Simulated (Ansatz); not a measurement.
Isolated molecules relaxed with PBE0-D4/def2-TZVP in Ansatz; ΔE leaves out vibrations. CCSD(T)/CBS is the MP2 limit (def2-TZVPP, def2-QZVPP) plus CCSD(T) − MP2 in def2-TZVPP, frozen cores. This one scheme is used for every species. Functionals use def2-TZVPP. B3LYP here is the variant with VWN-RPA as its local correlation; programs differ in this. HSE06 is defined as in plane-wave codes. Each species was taken in one conformer, which may not be the lowest.

Reaction (ligand exchange at a B–F bond): `FB(F)F` + `CC(=O)O` → `CC(=O)OB(F)F` + H–F

```json
{"level": "LDA (SPW92)", "ΔE (kJ/mol)": "54.3", "difference from CCSD(T)/CBS": "6.3"}
{"level": "revPBE-D4", "ΔE (kJ/mol)": "50.4", "difference from CCSD(T)/CBS": "2.4"}
{"level": "B3LYP-D4", "ΔE (kJ/mol)": "52.1", "difference from CCSD(T)/CBS": "4.1"}
{"level": "r2SCANh-D4", "ΔE (kJ/mol)": "55.5", "difference from CCSD(T)/CBS": "7.5"}
{"level": "BLYP", "ΔE (kJ/mol)": "60.4", "difference from CCSD(T)/CBS": "12.4"}
{"level": "r2SCAN", "ΔE (kJ/mol)": "57.3", "difference from CCSD(T)/CBS": "9.3"}
{"level": "r2SCAN0", "ΔE (kJ/mol)": "56.4", "difference from CCSD(T)/CBS": "8.4"}
{"level": "HSE06", "ΔE (kJ/mol)": "56.7", "difference from CCSD(T)/CBS": "8.7"}
{"level": "MP2/def2-SVP", "ΔE (kJ/mol)": "61.2", "difference from CCSD(T)/CBS": "13.2"}
{"level": "HF/def2-TZVPP", "ΔE (kJ/mol)": "60.6", "difference from CCSD(T)/CBS": "12.6"}
{"level": "MP2/def2-TZVPP", "ΔE (kJ/mol)": "50.8", "difference from CCSD(T)/CBS": "2.8"}
{"level": "SCS-MP2/def2-TZVPP", "ΔE (kJ/mol)": "52.4", "difference from CCSD(T)/CBS": "4.4"}
{"level": "CCSD(T)/def2-TZVPP", "ΔE (kJ/mol)": "51.1", "difference from CCSD(T)/CBS": "3.1"}
{"level": "HF/def2-QZVPP", "ΔE (kJ/mol)": "60.1", "difference from CCSD(T)/CBS": "12.1"}
{"level": "MP2/def2-QZVPP", "ΔE (kJ/mol)": "48.8", "difference from CCSD(T)/CBS": "0.8"}
{"level": "HF/CBS(def2)", "ΔE (kJ/mol)": "60.0", "difference from CCSD(T)/CBS": "12.0"}
{"level": "CCSD(T)/CBS", "ΔE (kJ/mol)": "48.0", "difference from CCSD(T)/CBS": "0"}
```

Q: What do rigid-rotor, harmonic-oscillator terms from PBE0-D4/def2-TZVP frequencies (298.15 K, 1 bar) make of the CCSD(T)/CBS value? (An estimate is asked.)

A: Ansatz gave: ΔZPE = -8.2 kJ/mol, ΔH = +44.1 kJ/mol, ΔS = -7 J/(mol·K), ΔG = +46.2 kJ/mol. Modes under 50 cm⁻¹ make the entropy rough.

Largest T1 diagnostic among the species: 0.015.

The D4 term adds −6.5 kJ/mol with B3LYP and −3.8 kJ/mol with PBE0; it sums over pairs of atoms, weighted by their polarisabilities, and B3LYP, whose exchange is more repulsive, gets the larger term. At CCSD(T), def2-SVP lies +12.1 kJ/mol from the extrapolated value and def2-TZVPP +3.1 kJ/mol.

CCSD(T)/CBS has its own doubt, a few kJ/mol and more with outer-core shells, so smaller differences from it don't rank the levels.
